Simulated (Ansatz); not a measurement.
# Dielectric response of GaN (10-10) films, part 3 of 4

Wanted: ε of wurtzite GaN (10-10) by finite fields on slabs, and the band edges against the vacuum where run.

Ansatz 0.2.0; plane-wave DFT, PBEsol, Ansatz PAW.

So far, gap on the k-mesh (eV): 1.63 in steps 2, 4, 5, 7 and 8.

## (10) Relaxing the film, 16 atoms, units 4

This step: plane-wave DFT, PBEsol, Ansatz PAW (Ansatz 0.2.0).

System of this step: GaN (10-10), 4 units. The cell holds 16 atoms: 8 Ga and 8 N. Cell: a = 3.190 Å, b = 5.190 Å, c = 27.209 Å, α = 90.0°, β = 90.0°, γ = 90.0°. It derives from GaN (wurtzite GaN). Vacuum lies along c.

The next thickness, treated alike, so that differences show the interior and the faces cancel.

input.yaml

```yaml
crystal:
  lattice:
    - [3.19, 0.0, 0.0]
    - [0.0, 5.19, 0.0]
    - [0.0, 0.0, 27.2087367936]
  atoms:
    - { symbol: Ga, position: [0.0, 0.0, 0.3307761058] }
    - { symbol: "N", position: [0.0, 0.377, 0.3307761058] }
    - { symbol: Ga, position: [0.5, 0.5, 0.3646208846] }
    - { symbol: "N", position: [0.5, 0.877, 0.3646208846] }
    - { symbol: Ga, position: [0.5, 0.0, 0.4323104423] }
    - { symbol: "N", position: [0.5, 0.377, 0.4323104423] }
    - { symbol: Ga, position: [0.0, 0.5, 0.4661552212] }
    - { symbol: "N", position: [0.0, 0.877, 0.4661552212] }
    - { symbol: Ga, position: [0.0, 0.0, 0.5338447788] }
    - { symbol: "N", position: [0.0, 0.377, 0.5338447788] }
    - { symbol: Ga, position: [0.5, 0.5, 0.5676895577] }
    - { symbol: "N", position: [0.5, 0.877, 0.5676895577] }
    - { symbol: Ga, position: [0.5, 0.0, 0.6353791154] }
    - { symbol: "N", position: [0.5, 0.377, 0.6353791154] }
    - { symbol: Ga, position: [0.0, 0.5, 0.6692238942] }
    - { symbol: "N", position: [0.0, 0.877, 0.6692238942] }
kpoints:
  mp_grid: { grid: [8, 6, 1] }
hamiltonian:
  xc: pbesol
scf:
  occupations: { method: fixed }
  convergence: { dr2_threshold: 1.0e-09 }
efield:
  axis: 3
  dipole_correction: true
  ramp_position: 0.97
  ramp_width: 0.06
relax:
  f_tol: 0.003
  max_steps: 100
output:
  write_potential: true
  write_density: true
  volumetric_format: npy
```

Started as:

```console
ansatz run input.yaml --threads 4 --pin off --max-ram 8192MiB --backend cpu --events-out ev --progress --plain --runs-dir out
```

Numbers of over 12 decimals in the logs are rounded to 6 here.

Log:

```text
[...]
Crystal: 16 atoms, lattice volume = 450.471 Å³
Basis set: ecut = 420 eV, 8845 PW (Γ), exchange–correlation on 48×72×384 points (8 copies of the dense FFT grid, shifted against one another)
Bands: 88, of which v1, the nominal top of the filled ones, is band 72 counted from 1 (71 counted from 0)
Symmetry: 2 space group operations
[...]
- { symbol: Ga, position: [0.0, -0.0044906, 0.534696] }
    - { symbol: N, position: [0.0, 0.372870, 0.533789] }
    - { symbol: Ga, position: [0.5, 0.500424, 0.565679] }
    - { symbol: N, position: [0.5, 0.874781, 0.567453] }
    - { symbol: Ga, position: [0.5, -0.00675484, 0.638562] }
    - { symbol: N, position: [0.5, 0.368694, 0.635616] }
    - { symbol: Ga, position: [0.0, 0.528435, 0.658268] }
    - { symbol: N, position: [0.0, 0.874040, 0.667852] }
[key lines of the parts left out:]
SCF converged after 7 iterations
Free energy (F): -32979.132931 eV
Fermi energy:    0.468050 eV
Dipole field:    D = -0.000000 V/Å  (p = -0.000000 e·Å, saw-weighted, corrected)
Work function:   Φ+ = 5.7538 eV   Φ− = 5.7538 eV
```

The job ended after 2.3 min (4 threads of Arm Neoverse V2, shared host; peak memory 1.2 GiB; 9.1 min of CPU time).

Step by step:

```csv
step,energy less that of the first step (eV),largest force component (eV/Å)
1,0.0000,2.0964
2,-0.7914,1.0461
3,-1.0493,0.7459
4,-1.0748,0.2751
5,-1.0916,0.0395
6,-1.0918,0.0073
7,-1.0918,0.0006
```

Forces are held to the 2 operations that the run works with; a distortion that breaks them can't arise in this run.

The atoms that moved most (Å):

```csv
atom,dx,dy,dz,length
Ga15,0.000,0.148,-0.298,0.333
Ga1,0.000,0.148,0.298,0.333
Ga3,0.000,-0.035,-0.087,0.093
Ga13,0.000,-0.035,0.087,0.093
Ga11,0.000,0.002,-0.055,0.055
Ga5,0.000,0.002,0.055,0.055
N14,0.000,-0.043,0.006,0.044
N4,0.000,-0.043,-0.006,0.044
```

Final coordinates:

```cif
data_structure
_symmetry_space_group_name_H-M 'P 1'
_symmetry_Int_Tables_number 1
_cell_length_a 3.1900
_cell_length_b 5.1900
_cell_length_c 27.2087
_cell_angle_alpha 90.000
_cell_angle_beta 90.000
_cell_angle_gamma 90.000
_cell_volume 450.47
loop_
_atom_site_label
_atom_site_type_symbol
_atom_site_fract_x
_atom_site_fract_y
_atom_site_fract_z
_atom_site_occupancy
Ga1 Ga 0.00000 0.02844 0.34173 1
N2 N 0.00000 0.37404 0.33215 1
Ga3 Ga 0.50000 0.49325 0.36144 1
N4 N 0.50000 0.86869 0.36438 1
Ga5 Ga 0.50000 0.00042 0.43432 1
N6 N 0.50000 0.37478 0.43255 1
Ga7 Ga 0.00000 0.49551 0.46530 1
N8 N 0.00000 0.87287 0.46621 1
Ga9 Ga 0.00000 0.99551 0.53470 1
N10 N 0.00000 0.37287 0.53379 1
Ga11 Ga 0.50000 0.50042 0.56568 1
N12 N 0.50000 0.87478 0.56745 1
Ga13 Ga 0.50000 0.99325 0.63856 1
N14 N 0.50000 0.36869 0.63562 1
Ga15 Ga 0.00000 0.52844 0.65827 1
N16 N 0.00000 0.87404 0.66785 1
```

The relaxation took 7 steps and lowered the energy by 1.1 eV; the largest force on the free atoms ends at 6.0e-4 eV/Å.

The gap is 1.61 eV, with the valence edge 5.75 eV and the conduction edge 4.14 eV under the upper vacuum level.

## (11) Single point on the relaxed film, 16 atoms, units 4

The next thickness, treated alike, so that differences show the interior and the faces cancel.

input.yaml

```yaml
crystal:
  lattice:
    - [3.19, 0.0, 0.0]
    - [0.0, 5.19, 0.0]
    - [0.0, 0.0, 27.2087367936]
  atoms:
    - { symbol: Ga, position: [0.0, 0.0284352911, 0.3417324461] }
    - { symbol: "N", position: [0.0, 0.3740401714, 0.3321476034] }
    - { symbol: Ga, position: [0.5, 0.4932451588, 0.3614376528] }
    - { symbol: "N", position: [0.5, 0.8686941919, 0.3643835903] }
    - { symbol: Ga, position: [0.5, 0.0004240397, 0.4343213843] }
    - { symbol: "N", position: [0.5, 0.3747813702, 0.4325467017] }
    - { symbol: Ga, position: [0.0, 0.4955093965, 0.4653044371] }
    - { symbol: "N", position: [0.0, 0.8728703794, 0.4662111557] }
    - { symbol: Ga, position: [0.0, -0.004490603, 0.5346955627] }
    - { symbol: "N", position: [0.0, 0.3728703794, 0.5337888447] }
    - { symbol: Ga, position: [0.5, 0.5004240401, 0.5656786154] }
    - { symbol: "N", position: [0.5, 0.8747813709, 0.5674532987] }
    - { symbol: Ga, position: [0.5, -0.0067548412, 0.638562347] }
    - { symbol: "N", position: [0.5, 0.3686941918, 0.63561641] }
    - { symbol: Ga, position: [0.0, 0.5284352917, 0.6582675534] }
    - { symbol: "N", position: [0.0, 0.8740401713, 0.6678523968] }
kpoints:
  mp_grid: { grid: [8, 6, 1] }
hamiltonian:
  xc: pbesol
scf:
  occupations: { method: fixed }
  convergence: { dr2_threshold: 1.0e-09 }
efield:
  axis: 3
  dipole_correction: true
  ramp_position: 0.97
  ramp_width: 0.06
output:
  eigenvalues: true
  write_potential: true
  write_density: true
  volumetric_format: npy
  elf: true
```

Log:

```text
[...]
Crystal: 16 atoms, lattice volume = 450.471 Å³
Basis set: ecut = 420 eV, 8845 PW (Γ)
Bands: 88, of which v1, the nominal top of the filled ones, is band 72 counted from 1 (71 counted from 0)
Symmetry: 2 space group operations
k-points: 20 of 48 (time reversal used)
[...]
k-point 0: bands = [... 68 lower, 0.2675, 0.3197, 0.3952, 0.4681, 2.0796, 2.8299, 4.1426, 5.0011, ... 12 higher]
  k-point 1: bands = [... 68 lower, 0.2157, 0.2166, 0.3766, 0.3949, 2.6352, 3.0817, 4.2246, 4.7606, ... 12 higher]
  k-point 2: bands = [... 68 lower, -0.0117, 0.1480, 0.2473, 0.3966, 3.3370, 3.4934, 4.4817, 4.5465, ... 12 higher]
  k-point 19: bands = [... 68 lower, -1.2658, -1.2658, 0.0681, 0.0681, 3.7146, 3.7146, 5.0484, 5.0484, ... 12 higher]
[key lines of the parts left out:]
SCF converged after 10 iterations
Free energy (F): -32979.132911 eV
Fermi energy:    0.468070 eV
Dipole field:    D = 0.000000 V/Å  (p = 0.000000 e·Å, saw-weighted, corrected)
Work function:   Φ+ = 5.7538 eV   Φ− = 5.7538 eV
```

Run time: 31 s. Hardware: 4 threads; peak memory 1.4 GiB; 2 min of CPU time.

The gap is 1.61 eV, with the valence edge 5.75 eV and the conduction edge 4.14 eV under the upper vacuum level.

## (12) Single point, 16 atoms, units 4, field 0.05 V/Å

input.yaml, as its differences from that of step 11:

```diff
@@ -28,3 +28,3 @@
   occupations: { method: fixed }
-  convergence: { dr2_threshold: 1.0e-09 }
+  convergence: { dr2_threshold: 1.0e-10 }
 efield:
@@ -34,4 +34,4 @@
   ramp_width: 0.06
+  amplitude: 0.05
 output:
-  eigenvalues: true
   write_potential: true
@@ -39,2 +39 @@
   volumetric_format: npy
-  elf: true
```

Log:

```text
[...]
Crystal: 16 atoms, lattice volume = 450.471 Å³
Basis set: ecut = 420 eV, 8845 PW (Γ)
Bands: 88, of which v1, the nominal top of the filled ones, is band 72 counted from 1 (71 counted from 0)
Symmetry: 2 space group operations
k-points: 20 of 48 (time reversal used)
[...]
k-point 0: bands = [... 68 lower, 0.2631, 0.3158, 0.3997, 0.4723, 2.0784, 2.8305, 4.1422, 4.9993, ... 12 higher]
  k-point 1: bands = [... 68 lower, 0.2122, 0.2133, 0.3805, 0.3986, 2.6327, 3.0834, 4.2242, 4.7599, ... 12 higher]
  k-point 2: bands = [... 68 lower, -0.0154, 0.1520, 0.2423, 0.4016, 3.3277, 3.5020, 4.4781, 4.5495, ... 12 higher]
  k-point 19: bands = [... 68 lower, -1.2595, -1.2438, 0.0328, 0.1031, 3.6812, 3.7474, 5.0435, 5.0521, ... 12 higher]
[key lines of the parts left out:]
SCF converged after 15 iterations
Free energy (F): -32979.134023 eV
Fermi energy:    0.472336 eV
Dipole field:    D = 0.017870 V/Å  (p = 0.044487 e·Å, saw-weighted, corrected)
```

The job ended after 40 s (4 threads; peak memory 1.4 GiB).

The dipole is 0.0445 e·Å, and the gap on the mesh 1.606 eV.

## (13) Single point, 16 atoms, units 4, field -0.05 V/Å

input.yaml, as its differences from that of step 12:

```diff
@@ -34,3 +34,3 @@
   ramp_width: 0.06
-  amplitude: 0.05
+  amplitude: -0.05
 output:
```

Log:

```text
[...]
Crystal: 16 atoms, lattice volume = 450.471 Å³
Basis set: ecut = 420 eV, 8845 PW (Γ)
Bands: 88, of which v1, the nominal top of the filled ones, is band 72 counted from 1 (71 counted from 0)
Symmetry: 2 space group operations
k-points: 20 of 48 (time reversal used)
[...]
k-point 0: bands = [... 68 lower, 0.2631, 0.3158, 0.3997, 0.4723, 2.0784, 2.8305, 4.1422, 4.9993, ... 12 higher]
  k-point 1: bands = [... 68 lower, 0.2122, 0.2133, 0.3805, 0.3986, 2.6327, 3.0834, 4.2242, 4.7599, ... 12 higher]
  k-point 2: bands = [... 68 lower, -0.0154, 0.1520, 0.2423, 0.4016, 3.3277, 3.5020, 4.4781, 4.5495, ... 12 higher]
  k-point 19: bands = [... 68 lower, -1.2595, -1.2438, 0.0328, 0.1031, 3.6812, 3.7474, 5.0435, 5.0521, ... 12 higher]
[key lines of the parts left out:]
SCF converged after 15 iterations
Free energy (F): -32979.134023 eV
Fermi energy:    0.472336 eV
Dipole field:    D = -0.017870 V/Å  (p = -0.044487 e·Å, saw-weighted, corrected)
```

Run time: 37 s. Hardware: 4 threads; peak memory 1.4 GiB; 2.4 min of CPU time.

The dipole is -0.0445 e·Å, and the gap on the mesh 1.606 eV.

## (14) Response with the atoms held, 16 atoms, units 4

This step: plane-wave DFT, PBEsol, Ansatz PAW; response to a field along the normal, atoms held (Ansatz 0.2.0).

Local field over the applied field, running mean. From the potentials at -0.05 and 0.05 V/Å; running mean over 2.763 Å, taken twice. The local field over applied field by z:

```csv
z (Å),local field over applied field
4.5,0.996
5.0,0.989
5.5,0.973
6.0,0.939
6.5,0.880
7.0,0.792
7.5,0.678
8.0,0.550
8.5,0.423
9.0,0.314
9.5,0.233
10.0,0.182
10.5,0.157
11.0,0.150
11.5,0.151
12.0,0.154
12.5,0.156
13.0,0.157
13.5,0.158
14.0,0.158
14.5,0.157
15.0,0.155
15.5,0.152
16.0,0.150
16.5,0.153
17.0,0.169
17.5,0.208
18.0,0.276
18.5,0.375
19.0,0.496
19.5,0.626
20.0,0.747
20.5,0.846
21.0,0.918
21.5,0.962
22.0,0.984
22.5,0.994
23.0,0.998
```

The induced dipole is that of a conductor 9.72 Å thick.

## (15) Relaxation, 24 atoms, units 6

This step: plane-wave DFT, PBEsol, Ansatz PAW (Ansatz 0.2.0).

System of this step: GaN (10-10), 6 units. The cell holds 24 atoms: 12 Ga and 12 N. Its edges and angles: a = 3.190 Å, b = 5.190 Å, c = 32.734 Å, α = 90.0°, β = 90.0°, γ = 90.0°. It derives from GaN (wurtzite GaN). Vacuum lies along c.

The next thickness, treated alike, so that differences show the interior and the faces cancel.

input.yaml

```yaml
crystal:
  lattice:
    - [3.19, 0.0, 0.0]
    - [0.0, 5.19, 0.0]
    - [0.0, 0.0, 32.7339788697]
  atoms:
    - { symbol: Ga, position: [0.0, 0.0, 0.2749436613] }
    - { symbol: "N", position: [0.0, 0.377, 0.2749436613] }
    - { symbol: Ga, position: [0.5, 0.5, 0.3030757037] }
    - { symbol: "N", position: [0.5, 0.877, 0.3030757037] }
    - { symbol: Ga, position: [0.5, 0.0, 0.3593397883] }
    - { symbol: "N", position: [0.5, 0.377, 0.3593397883] }
    - { symbol: Ga, position: [0.0, 0.5, 0.3874718307] }
    - { symbol: "N", position: [0.0, 0.877, 0.3874718307] }
    - { symbol: Ga, position: [0.0, 0.0, 0.4437359153] }
    - { symbol: "N", position: [0.0, 0.377, 0.4437359153] }
    - { symbol: Ga, position: [0.5, 0.5, 0.4718679577] }
    - { symbol: "N", position: [0.5, 0.877, 0.4718679577] }
    - { symbol: Ga, position: [0.5, 0.0, 0.5281320423] }
    - { symbol: "N", position: [0.5, 0.377, 0.5281320423] }
    - { symbol: Ga, position: [0.0, 0.5, 0.5562640847] }
    - { symbol: "N", position: [0.0, 0.877, 0.5562640847] }
    - { symbol: Ga, position: [0.0, 0.0, 0.6125281693] }
    - { symbol: "N", position: [0.0, 0.377, 0.6125281693] }
    - { symbol: Ga, position: [0.5, 0.5, 0.6406602117] }
    - { symbol: "N", position: [0.5, 0.877, 0.6406602117] }
    - { symbol: Ga, position: [0.5, 0.0, 0.6969242963] }
    - { symbol: "N", position: [0.5, 0.377, 0.6969242963] }
    - { symbol: Ga, position: [0.0, 0.5, 0.7250563387] }
    - { symbol: "N", position: [0.0, 0.877, 0.7250563387] }
kpoints:
  mp_grid: { grid: [8, 6, 1] }
hamiltonian:
  xc: pbesol
scf:
  occupations: { method: fixed }
  convergence: { dr2_threshold: 1.0e-09 }
efield:
  axis: 3
  dipole_correction: true
  ramp_position: 0.97
  ramp_width: 0.06
relax:
  f_tol: 0.003
  max_steps: 100
output:
  write_potential: true
  write_density: true
  volumetric_format: npy
```

Log:

```text
[...]
Crystal: 24 atoms, lattice volume = 541.947 Å³
Basis set: ecut = 420 eV, 10611 PW (Γ), exchange–correlation on 48×72×450 points (8 copies of the dense FFT grid, shifted against one another)
Bands: 132, of which v1, the nominal top of the filled ones, is band 108 counted from 1 (107 counted from 0)
Symmetry: 2 space group operations
[...]
- { symbol: Ga, position: [0.0, -0.00421316, 0.612663] }
    - { symbol: N, position: [0.0, 0.373752, 0.612165] }
    - { symbol: Ga, position: [0.5, 0.501851, 0.638809] }
    - { symbol: N, position: [0.5, 0.876048, 0.640177] }
    - { symbol: Ga, position: [0.5, -0.00590822, 0.699205] }
    - { symbol: N, position: [0.5, 0.369721, 0.696811] }
    - { symbol: Ga, position: [0.0, 0.529574, 0.715706] }
    - { symbol: N, position: [0.0, 0.875157, 0.723639] }
[key lines of the parts left out:]
SCF converged after 6 iterations
Free energy (F): -49470.509848 eV
Fermi energy:    1.997247 eV
Dipole field:    D = 0.000000 V/Å  (p = 0.000001 e·Å, saw-weighted, corrected)
Work function:   Φ+ = 5.7745 eV   Φ− = 5.7746 eV
```

The job ended after 5.4 min (4 threads; peak memory 1.9 GiB).

Step by step:

```csv
step,energy less that of the first step (eV),largest force component (eV/Å)
1,0.0000,2.1041
2,-0.7917,1.0556
3,-1.0468,0.7422
4,-1.0835,0.1003
5,-1.0870,0.0406
6,-1.0873,0.0054
7,-1.0873,0.0017
```

Forces are held to the 2 operations that the run works with; a distortion that breaks them can't arise in this run.

The atoms that moved most (Å):

```csv
atom,dx,dy,dz,length
Ga23,0.000,0.153,-0.306,0.342
Ga1,0.000,0.153,0.306,0.342
Ga3,0.000,-0.031,-0.075,0.081
Ga21,0.000,-0.031,0.075,0.081
Ga19,0.000,0.010,-0.061,0.061
Ga5,0.000,0.010,0.061,0.061
N24,0.000,-0.010,-0.046,0.047
N2,0.000,-0.010,0.046,0.047
```

Final coordinates:

```xyz
24
Lattice="3.1900 0.0000 0.0000 0.0000 5.1900 0.0000 0.0000 0.0000 32.7340" Properties=species:S:1:pos:R:3
Ga    0.0000    0.1535    9.3061
N     0.0000    1.9471    9.0464
Ga    1.5950    2.5643    9.8462
N     1.5950    4.5139    9.9246
Ga    1.5950    0.0096   11.8232
N     1.5950    1.9517   11.7784
Ga    0.0000    2.5731   12.6791
N     0.0000    4.5348   12.6954
Ga    0.0000   -0.0062   14.5414
N     0.0000    1.9456   14.5345
Ga    1.5950    2.5837   15.4444
N     1.5950    4.5388   15.4470
Ga    1.5950   -0.0113   17.2895
N     1.5950    1.9438   17.2870
Ga    0.0000    2.5888   18.1926
N     0.0000    4.5406   18.1995
Ga    0.0000   -0.0219   20.0549
N     0.0000    1.9398   20.0386
Ga    1.5950    2.6046   20.9107
N     1.5950    4.5467   20.9555
Ga    1.5950   -0.0307   22.8878
N     1.5950    1.9189   22.8094
Ga    0.0000    2.7485   23.4279
N     0.0000    4.5421   23.6876
```

Running mean over 2.763 Å of the planar mean; the ramp of the sawtooth is left out. Table of electron's electrostatic potential energy less the highest filled level by z:

z (Å), electron's electrostatic potential energy less the highest filled level (eV) and a bar from the least value:
```
        4       5.77 ##############################
        5       5.77 ##############################
        6       5.75 ##############################
        7       5.39 #############################
        8       1.71 ##################
        9      -3.21 ####
       10      -4.62 
       11      -4.65 
       12      -4.37 #
       13      -4.50 #
       14      -4.46 #
       15      -4.42 #
       16      -4.47 #
       17      -4.46 #
       18      -4.42 #
       19      -4.48 #
       20      -4.47 #
       21      -4.36 #
       22      -4.76 
       23      -4.37 #
       24      -2.22 #######
       25       3.08 ######################
       26       5.60 #############################
       27       5.76 ##############################
       28       5.77 ##############################
       29       5.77 ##############################
```

The relaxation took 7 steps and lowered the energy by 1.1 eV; the largest force on the free atoms ends at 0.0017 eV/Å.

The gap is 1.65 eV, with the valence edge 5.77 eV and the conduction edge 4.13 eV under the upper vacuum level.

## (16) Side by side

Times are for 4 threads of Arm Neoverse V2, shared host. The series side by side:

```csv
no.,units,gap by band count (eV),"ionisation energy, upper face (eV)","electron affinity, upper face (eV)",time,memory (GiB)
1,3,1.627,5.738,4.110,86 s,0.86
2,4,1.612,5.754,4.142,2.3 min,1.2
3,6,1.649,5.775,4.125,5.4 min,1.9
```

The runs together. The valence density, planar mean by z:

```csv
z (Å),3 (e/Å³),4 (e/Å³),6 (e/Å³)
6.0,1.5e-4,1.5e-4,1.5e-4
6.5,6.1e-4,6.1e-4,6.0e-4
7.0,0.00257,0.00259,0.00256
7.5,0.0112,0.0114,0.0111
8.0,0.0508,0.0515,0.0494
8.5,0.234,0.236,0.228
9.0,0.901,0.910,0.896
9.5,1.56,1.52,1.52
10.0,1.19,1.23,1.26
10.5,0.282,0.295,0.302
11.0,0.203,0.209,0.208
11.5,0.743,0.776,0.759
12.0,1.29,1.24,1.25
12.5,1.39,1.28,1.25
13.0,0.620,0.698,0.751
13.5,0.196,0.210,0.217
14.0,0.317,0.359,0.357
14.5,1.35,1.36,1.38
15.0,1.58,0.970,0.890
15.5,0.769,1.30,1.35
16.0,0.199,0.309,0.345
16.5,0.0437,0.205,0.220
17.0,0.00948,0.681,0.819
17.5,0.00217,1.55,1.16
18.0,5.3e-4,1.40,1.19
18.5,1.3e-4,0.412,0.769
19.0,2.8e-5,0.0969,0.215
19.5,9.2e-6,0.0211,0.361
20.0,0,0.00474,1.35
20.5,-3.0e-6,0.00112,0.898
21.0,0,2.8e-4,1.30
21.5,0,7.0e-5,0.332
22.0,-2.9e-6,1.8e-5,0.201
22.5,0,5.1e-6,0.647
23.0,0,0,1.55
23.5,-2.0e-6,0,1.45
24.0,0,0,0.432
```

(Continued in part 4 of 4.)

[Logs are printed without paths, hosts, clocks, repeated set-up lines and the standing remarks that a program may print on its own settings, such as how far it seeks lower states.]

[Hosts, paths, dates, database ids (printed as entryN), source tags and the programs' standing remarks are cut or masked in the printed files.]

[Maps of the electrostatic potential energy from Ansatz leave out the sawtooth potential of an applied field or a dipole correction, so their vacuum need not be flat; planar profiles and work functions include it.]
